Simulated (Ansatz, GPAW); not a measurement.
# A Pt chain with an Au atom on top of one atom: relaxation, then transmission at several levels, part 3 of 4

How well does a Pt chain with an Au atom on top of one atom conduct once its atoms have relaxed, and how much do cheaper levels lose?

GPAW 26.7.0 and Ansatz 0.2.0; Ansatz plane waves; relaxation of the junction with the lead ends held (the session's first sound run).

So far, transmission at the Fermi level (one spin): step 3 (plane-wave reference (PBE)) 2.18.

## 4. GPAW, dzp

The script solves lead and junction separately, takes H and S in the orbital basis, and joins semi-infinite leads through their self-energies; the dzp basis is the working standard.

This step: GPAW LCAO, PAW setups; Landauer transmission from Green's functions with principal layers (ASE), zero bias (GPAW 26.7.0).

run.py reads:

```python
import json
import numpy as np
from ase import Atoms
from ase.transport.calculators import TransportCalculator
from gpaw import GPAW, FermiDirac
from gpaw.lcao.tools import get_lcao_hamiltonian
from scipy.linalg import eigh

# The junction with lead layers at both ends, along the third cell vector
device = Atoms(
    ['Pt', 'Pt', 'Pt', 'Pt', 'Pt', 'Pt', 'Pt', 'Pt', 'Pt', 'Au', 'Pt', 'Pt', 'Pt', 'Pt', 'Pt', 'Pt', 'Pt', 'Pt'],
    positions=[
        [4.50000, 4.50000, 1.20000],
        [4.50000, 4.50000, 3.60000],
        [4.50000, 4.50000, 6.00000],
        [4.50000, 4.50000, 8.40000],
        [4.50000, 4.50000, 10.80000],
        [4.50000, 4.50000, 13.20000],
        [4.09515, 4.26087, 15.62716],
        [4.58972, 4.48315, 18.05199],
        [3.69861, 5.05519, 20.40112],
        [5.55889, 3.34875, 20.40083],
        [4.58606, 4.48445, 22.74945],
        [4.09108, 4.26647, 25.17360],
        [4.50000, 4.50000, 27.60000],
        [4.50000, 4.50000, 30.00000],
        [4.50000, 4.50000, 32.40000],
        [4.50000, 4.50000, 34.80000],
        [4.50000, 4.50000, 37.20000],
        [4.50000, 4.50000, 39.60000]],
    cell=[[9.0, 0.0, 0.0], [0.0, 9.0, 0.0], [0.0, 0.0, 40.8]],
    pbc=True)

# One principal layer of the lead: the first 5 atoms of the device
lead = Atoms(
    ['Pt', 'Pt', 'Pt', 'Pt', 'Pt'],
    positions=[
        [4.50000, 4.50000, 1.20000],
        [4.50000, 4.50000, 3.60000],
        [4.50000, 4.50000, 6.00000],
        [4.50000, 4.50000, 8.40000],
        [4.50000, 4.50000, 10.80000]],
    cell=[[9.0, 0.0, 0.0], [0.0, 9.0, 0.0], [0.0, 0.0, 12.0]],
    pbc=True)

settings = dict(mode='lcao', basis='dzp', xc='PBE', h=0.2,
                occupations=FermiDirac(0.1), maxiter=250,
                mixer=dict(beta=0.1, nmaxold=8, weight=100.0),
                convergence=dict(density=0.0001))
energies = np.arange(-2, 2 + 1e-9, 0.025)
eta = 0.0001
n1, n2 = 1, 1
# k and -k transmit alike, so half of the mesh across the current serves
mesh = [(i, j) for i in range(n1) for j in range(n2) if (i, j) <= (-i % n1, -j % n2)]
weights = np.array([1 if (i, j) == (-i % n1, -j % n2) else 2 for i, j in mesh]) / (n1 * n2)

# [... helper functions left out ...]
fermi_lead = ground_state(lead, (1, 1, 10), 'lead.txt')
fermi_device = ground_state(device, (1, 1, 2), 'device.txt')
# [... loop over the mesh left out, but for ...]
        # Shift the lead onto the potential of the device's first layer
        shift = ((H[:, 0, 0] - H0[:, 0, 0]) / S0[0, 0]).real.mean()
# [...]
kT = 8.617333e-5 * 300
bias = [0.1, 0.2, 0.5, 1.0, 1.5, 2.0]
# [... integrals and printing left out ...]
```

Run with:

```sh
OMP_NUM_THREADS=1 OPENBLAS_NUM_THREADS=1 python run.py
```

Numbers of over 12 decimals in the logs are rounded to 6 here.

Output:

```text
basis functions: device 474, principal layer 135
Fermi level: lead -4.5367 eV, device -4.3604 eV; lead shifted by 0.0027 eV
largest coupling past the next layer 8.09e-06 eV, largest misfit of the first layer 0.065 eV
  E-E_F (eV)   T (one spin)  [channel counts left out]
    -2.000    1.8402e+00
    -1.975    1.8030e+00
    -1.950    1.7663e+00
    -1.925    1.7303e+00
    -1.900    1.6951e+00
    -1.875    1.6610e+00
    -1.850    1.6280e+00
    -1.825    1.5961e+00
    -1.800    1.5654e+00
    -1.775    1.5359e+00
    -1.750    1.5078e+00
    -1.725    1.4817e+00
    -1.700    1.4580e+00
    -1.675    1.4379e+00
    -1.650    1.4228e+00
    -1.625    1.4152e+00
[...]
1.825    9.9905e-01
     1.850    9.9904e-01
     1.875    9.9903e-01
     1.900    9.9901e-01
     1.925    9.9899e-01
     1.950    9.9896e-01
     1.975    9.9891e-01
     2.000    9.9885e-01
conductance at 300 K: 2.0979 G0 a cell; thermopower 13.39 uV/K
current from the zero-bias T(E) at 0.1 V: 16.104 uA
current from the zero-bias T(E) at 0.2 V: 31.428 uA
current from the zero-bias T(E) at 0.5 V: 72.271 uA
current from the zero-bias T(E) at 1.0 V: 145.66 uA
current from the zero-bias T(E) at 1.5 V: 230.19 uA
current from the zero-bias T(E) at 2.0 V: 313.45 uA
```

The job ended after 4.6 min (1 thread of Arm Neoverse V1, shared host; peak memory 1.6 GiB).

Numbers from this step:

| Property | Result |
| --- | --- |
| conductance | 2.098 G₀ |
| thermopower | 13.39 μV/K |
| largest coupling past the next principal layer | 8.09e-6 eV |
| largest misfit of the first principal layer | 0.06540 eV |
| shift that aligns the lead | 0.002726 eV |
| basis functions of the junction | 474 |
| basis functions of a principal layer | 135 |
| transmission at the Fermi level (one spin) | 2.162 |

One spin. Transmission, zone mean against energy, zero at the Fermi level:

energy (eV), transmission, zone mean and a bar:
```
   -2.000       1.84 #############
   -1.900       1.70 ############
   -1.800       1.57 ###########
   -1.700       1.46 ##########
   -1.600       1.42 ##########
   -1.550       2.33 #################
   -1.500       1.75 #############
   -1.400       2.11 ###############
   -1.300       2.39 #################
   -1.200       2.66 ###################
   -1.100       2.94 ######################
   -1.000       3.37 #########################
   -0.900       3.89 #############################
   -0.850       4.07 ##############################
   -0.800       4.01 ##############################
   -0.700       3.90 #############################
   -0.600       3.90 #############################
   -0.500       3.58 ##########################
   -0.400       3.10 #######################
   -0.300       2.78 ####################
   -0.200       2.29 #################
   -0.100       2.29 #################
    0.000       2.16 ################
    0.100       1.53 ###########
    0.200       1.02 #######
    0.300       0.81 ######
    0.400       0.72 #####
    0.500       0.63 ####
    0.600       0.55 ####
    0.700       0.44 ###
    0.800       0.49 ###
    0.900       0.51 ###
    1.000       0.35 ##
    1.100       0.05 
    1.200       0.90 ######
    1.300       0.99 #######
    1.400       1.00 #######
    1.500       1.00 #######
    1.600       1.00 #######
    1.700       1.00 #######
    1.800       1.00 #######
    1.900       1.00 #######
    2.000       1.00 #######
```

Not self-consistent under bias; the bias window is split evenly. Table of current through one cell, from the zero-bias transmission by bias:

```
bias (V)  current through one cell, from the zero-bias transmission (μA)
   0.100                                                            16.1
   0.200                                                            31.4
   0.500                                                            72.3
   1.000                                                             146
   1.500                                                             230
   2.000                                                             313
```

Table of transmission of the three most open eigenchannels by energy, zero at the Fermi level:

```
energy (eV)  channel 1  channel 2  channel 3
     -2.000      0.994      0.725      0.121
     -1.800      0.915      0.574     0.0761
     -1.600      0.886      0.311      0.221
     -1.400      0.880      0.811      0.384
     -1.200      0.993      0.901      0.602
     -1.000      0.987      0.974      0.708
     -0.800      0.985      0.954      0.878
     -0.600      0.994      0.934      0.915
     -0.400      0.982      0.943      0.861
     -0.200      0.998      0.625      0.563
      0.000      0.984      0.674      0.479
      0.200      0.705      0.294     0.0207
      0.400      0.639     0.0754    0.00228
      0.600      0.501     0.0490     9.2e-4
      0.800      0.492     4.4e-7    1.9e-10
      1.000      0.353     4.5e-7    4.9e-12
      1.200      0.904     4.6e-7          0
      1.400      0.999     4.6e-7          0
      1.600      0.999     4.7e-7          0
      1.800      0.999     4.8e-7          0
      2.000      0.999     4.8e-7          0
```

At the Fermi level T is 2.16 against 2.18 in plane waves. Couplings past the next layer reach 8.1e-6 eV, small enough to drop; the matrix elements of the cell's first layer differ from the bulk lead's by up to 0.065 eV. That layer keeps its own values in the calculation, and only beyond it is the lead taken as perfect. The Fermi levels of lead and junction count from different zeros of potential, one for each periodic cell; with both set to zero, the small remaining shift is what aligns them. Without spin-orbit coupling, which is large for these atoms, channel counts and T are those of the scalar-relativistic bands. By hand: G = 2.098 × 77.48 μS = 163 μS, a resistance of 6.15 kΩ; at 0.1 V a linear junction would pass 16.3 μA, and the integral over the bias window gives 16.1 μA. Mott's formula, S = -(π²/3)(k_B²T/e) d ln T/dE, has the prefactor 7.33 μV/K·eV at 300 K; T = 2.241 at -0.025 eV and 2.039 at 0.025 eV give a slope of -1.88 per eV and S = 13.8 μV/K, beside 13.4 μV/K from the thermal integral, which interpolates the same grid.

## 5. Single-zeta polarised basis

One radial function a shell plus polarisation makes the matrices smaller; the question is what that costs.

run.py: that of step 4 with these lines changed.

```diff
@@ -45,3 +45,3 @@
 
-settings = dict(mode='lcao', basis='dzp', xc='PBE', h=0.2,
+settings = dict(mode='lcao', basis='szp(dzp)', xc='PBE', h=0.2,
                 occupations=FermiDirac(0.1), maxiter=250,
```

Output:

```text
basis functions: device 264, principal layer 75
Fermi level: lead -4.6629 eV, device -4.4519 eV; lead shifted by 0.0009 eV
largest coupling past the next layer 8.13e-06 eV, largest misfit of the first layer 0.067 eV
  E-E_F (eV)   T (one spin)  channels
    -2.000    1.7946e+00    3.0000
    -1.975    1.7623e+00    3.0000
    -1.950    1.7296e+00    3.0000
[...]
1.975    9.9889e-01    1.0000
     2.000    9.9885e-01    1.0000
conductance at 300 K: 2.0976 G0 a cell; thermopower 13.98 uV/K
current from the zero-bias T(E) at 0.1 V: 16.098 uA
current from the zero-bias T(E) at 0.2 V: 31.402 uA
current from the zero-bias T(E) at 0.5 V: 71.944 uA
current from the zero-bias T(E) at 1.0 V: 144.68 uA
current from the zero-bias T(E) at 1.5 V: 228.45 uA
current from the zero-bias T(E) at 2.0 V: 309.2 uA
```

Elapsed: 2.2 min, on 1 thread; peak memory 1.5 GiB.

This step gave:

| Item | Value |
| --- | --- |
| thermopower | 13.98 μV/K |
| largest coupling past the next principal layer | 8.13e-6 eV |
| largest misfit of the first principal layer | 0.06733 eV |
| shift that aligns the lead | 9.13e-4 eV |
| basis functions of the junction | 264 |
| basis functions of a principal layer | 75 |
| transmission at the Fermi level (one spin) | 2.163 |

The conductance equals that of the dzp run to 0.2 %.

## 6. Minimal basis

One function for each valence shell of the setup, as for a first survey of a large system.

run.py: that of step 5 with these lines changed.

```diff
@@ -45,3 +45,3 @@
 
-settings = dict(mode='lcao', basis='szp(dzp)', xc='PBE', h=0.2,
+settings = dict(mode='lcao', basis='sz(dzp)', xc='PBE', h=0.2,
                 occupations=FermiDirac(0.1), maxiter=250,
```

Output:

```text
basis functions: device 210, principal layer 60
Fermi level: lead -4.6766 eV, device -4.4584 eV; lead shifted by 0.0008 eV
largest coupling past the next layer 8.11e-06 eV, largest misfit of the first layer 0.024 eV
  E-E_F (eV)   T (one spin)  channels
    -2.000    1.7331e+00    3.0000
    -1.975    1.7061e+00    3.0000
    -1.950    1.6787e+00    3.0000
[...]
1.975    9.9857e-01    1.0000
     2.000    9.9854e-01    1.0000
conductance at 300 K: 2.0644 G0 a cell; thermopower 14.51 uV/K
current from the zero-bias T(E) at 0.1 V: 15.846 uA
current from the zero-bias T(E) at 0.2 V: 30.926 uA
current from the zero-bias T(E) at 0.5 V: 71.322 uA
current from the zero-bias T(E) at 1.0 V: 145.14 uA
current from the zero-bias T(E) at 1.5 V: 228.81 uA
current from the zero-bias T(E) at 2.0 V: 307.99 uA
```

It took 1.8 min on 1 thread; peak memory 1.4 GiB.

This step gave:

- conductance: 2.064 G₀
- thermopower: 14.51 μV/K
- largest coupling past the next principal layer: 8.11e-6 eV
- largest misfit of the first principal layer: 0.02426 eV
- shift that aligns the lead: 7.84e-4 eV
- basis functions of the junction: 210
- basis functions of a principal layer: 60
- transmission at the Fermi level (one spin): 2.128

The conductance, 2.06 G₀, lies 1.6 % below that of the dzp run.

## 7. RPBE in the dzp basis: xc = "RPBE"

Back in the dzp basis, the functional changes from PBE to RPBE, to set the spread between functionals beside that between bases.

run.py: that of step 6 with these lines changed.

```diff
@@ -45,3 +45,3 @@
 
-settings = dict(mode='lcao', basis='sz(dzp)', xc='PBE', h=0.2,
+settings = dict(mode='lcao', basis='dzp', xc='RPBE', h=0.2,
                 occupations=FermiDirac(0.1), maxiter=250,
```

Output:

```text
basis functions: device 474, principal layer 135
Fermi level: lead -4.4322 eV, device -4.2536 eV; lead shifted by 0.0023 eV
largest coupling past the next layer 8.00e-06 eV, largest misfit of the first layer 0.066 eV
  E-E_F (eV)   T (one spin)  [channel counts left out]
    -2.000    1.8454e+00
    -1.975    1.8090e+00
    -1.950    1.7731e+00
[...]
1.975    9.9896e-01
     2.000    9.9892e-01
conductance at 300 K: 2.0988 G0 a cell; thermopower 13.12 uV/K
current from the zero-bias T(E) at 0.1 V: 16.118 uA
current from the zero-bias T(E) at 0.2 V: 31.486 uA
current from the zero-bias T(E) at 0.5 V: 72.373 uA
current from the zero-bias T(E) at 1.0 V: 144.81 uA
current from the zero-bias T(E) at 1.5 V: 228.67 uA
current from the zero-bias T(E) at 2.0 V: 311.7 uA
```

Elapsed: 4.7 min, on 1 thread; peak memory 1.6 GiB.

This step gave:

| Quantity | Value |
| --- | --- |
| conductance | 2.099 G₀ |
| thermopower | 13.12 μV/K |
| largest coupling past the next principal layer | 8.00e-6 eV |
| largest misfit of the first principal layer | 0.06569 eV |
| shift that aligns the lead | 0.002264 eV |
| basis functions of the junction | 474 |
| basis functions of a principal layer | 135 |
| transmission at the Fermi level (one spin) | 2.159 |

The conductance equals that of the dzp run to 0.2 %.

## 8. Without the relaxation: geometry = "as built"

The dzp basis with PBE on the structure as first built shows what the relaxation was worth.

run.py: that of step 7 with these lines changed.

```diff
@@ -18,8 +18,8 @@
         [4.50000, 4.50000, 13.20000],
-        [4.09515, 4.26087, 15.62716],
-        [4.58972, 4.48315, 18.05199],
-        [3.69861, 5.05519, 20.40112],
-        [5.55889, 3.34875, 20.40083],
-        [4.58606, 4.48445, 22.74945],
-        [4.09108, 4.26647, 25.17360],
+        [4.50000, 4.50000, 15.60000],
+        [4.50000, 4.50000, 18.00000],
+        [4.50000, 4.50000, 20.40000],
+        [6.87660, 4.50000, 20.40000],
+        [4.50000, 4.50000, 22.80000],
+        [4.50000, 4.50000, 25.20000],
         [4.50000, 4.50000, 27.60000],
@@ -45,3 +45,3 @@
 
-settings = dict(mode='lcao', basis='dzp', xc='RPBE', h=0.2,
+settings = dict(mode='lcao', basis='dzp', xc='PBE', h=0.2,
                 occupations=FermiDirac(0.1), maxiter=250,
```

Output:

```text
basis functions: device 474, principal layer 135
Fermi level: lead -4.5367 eV, device -4.3504 eV; lead shifted by -0.0002 eV
largest coupling past the next layer 8.09e-06 eV, largest misfit of the first layer 0.015 eV
  E-E_F (eV)   T (one spin)  [channel counts left out]
    -2.000    1.9806e+00
    -1.975    2.4403e+00
    -1.950    2.6054e+00
[...]
1.975    9.9531e-01
     2.000    9.9541e-01
conductance at 300 K: 3.6197 G0 a cell; thermopower 1.112 uV/K
current from the zero-bias T(E) at 0.1 V: 28.034 uA
current from the zero-bias T(E) at 0.2 V: 55.993 uA
current from the zero-bias T(E) at 0.5 V: 138.62 uA
current from the zero-bias T(E) at 1.0 V: 284.97 uA
current from the zero-bias T(E) at 1.5 V: 428.91 uA
current from the zero-bias T(E) at 2.0 V: 536.17 uA
```

Run time: 4.1 min. Hardware: 1 thread; peak memory 1.6 GiB.

Numbers from this step:

```yaml
conductance: 3.620 G₀
largest_coupling_past_the_next_principal_layer: 8.09e-6 eV
largest_misfit_of_the_first_principal_layer: 0.01539 eV
shift_that_aligns_the_lead: -2.39e-4 eV
transmission_at_the_fermi_level_one_spin: 3.624
```

The conductance, 3.62 G₀, lies 73 % above that of the dzp run.

## 9. The ladder

Times are wall times on the hardware named with each run. The series side by side:

```
no.       run  conductance (G₀)     time  memory (GiB)
  1    pw PBE             2.141  2.9 min           5.5
  2       dzp             2.098  4.6 min           1.6
  3       szp             2.098  2.2 min           1.5
  4        sz             2.064  1.8 min           1.4
  5  dzp RPBE             2.099  4.7 min           1.6
  6   asbuilt             3.620  4.1 min           1.6
```

## 10. Comparison

The curves are compared point by point over the common energies.

This step: comparison of transmission and cost over codes, levels and geometry (GPAW 26.7.0).

Ladder, by row:

```
    step    code  T at the Fermi level (sum over the listed spins)  conductance (G0)  r.m.s. T(E) from the first  wall time (s)  peak memory (GiB)  threads
  pw-pbe  Ansatz                                             2.183             2.141                           0          174.2              5.543        4
     dzp    GPAW                                             2.162             2.098                       0.215          277.4               1.56        1
     szp    GPAW                                             2.163             2.098                      0.2463          132.1               1.49        1
      sz    GPAW                                             2.128             2.064                      0.2582          105.6               1.44        1
dzp-RPBE    GPAW                                             2.159             2.099                      0.2012          284.9               1.57        1
 asbuilt    GPAW                                             3.624              3.62                       1.337          243.7               1.58        1
```

Table of transmission, zone mean, sum over the listed spins by energy, zero at the Fermi level:

```
energy (eV)  pw-pbe    dzp    szp     sz  dzp-RPBE  asbuilt
     -2.000    1.80   1.84   1.79   1.73      1.85     1.98
     -1.800    1.52   1.57   1.55   1.53      1.58     2.84
     -1.600    1.32   1.42   1.47   1.54      1.44     2.94
     -1.400    2.12   2.11   2.03   2.15      2.09     3.25
     -1.200    2.75   2.66   2.57   2.61      2.66     4.41
     -1.000    4.14   3.37   3.18   3.15      3.39     5.07
     -0.975    4.22   3.54   3.36   3.29      3.56     5.10
     -0.850    3.89   4.07   3.85   3.69      4.04     5.14
     -0.800    3.89   4.01   3.90   3.85      3.97     5.03
     -0.625    3.64   3.91   3.92   3.91      3.90     5.11
     -0.600    3.54   3.90   3.91   3.91      3.88     5.05
     -0.400    2.78   3.10   3.12   3.18      3.05     4.92
     -0.200    2.41   2.29   2.30   2.30      2.30     3.68
      0.000    2.18   2.16   2.16   2.13      2.16     3.62
      0.200    1.08   1.02  0.990  0.986      1.03     3.40
      0.400   0.747  0.717  0.683  0.686     0.713     2.87
      0.600   0.607  0.550  0.512  0.491     0.547     2.72
      0.800   0.373  0.492  0.545  0.537     0.498    0.529
      1.000   0.388  0.353  0.456  0.445     0.376    0.662
      1.200   0.837  0.904  0.670  0.583     0.885    0.950
      1.400   1.000  0.999  0.996  0.996     0.999    0.983
      1.600   1.000  0.999  0.999  0.999     0.999    0.991
      1.800   1.000  0.999  0.999  0.999     0.999    0.994
      2.000   1.000  0.999  0.999  0.999     0.999    0.995
```

(Continued in part 4 of 4.)

[Logs are printed without paths, hosts, clocks, repeated set-up lines and the standing remarks that a program may print on its own settings, such as how far it seeks lower states.]

[Hosts, paths, dates, database ids (printed as entryN), source tags and the programs' standing remarks are cut or masked in the printed files.]
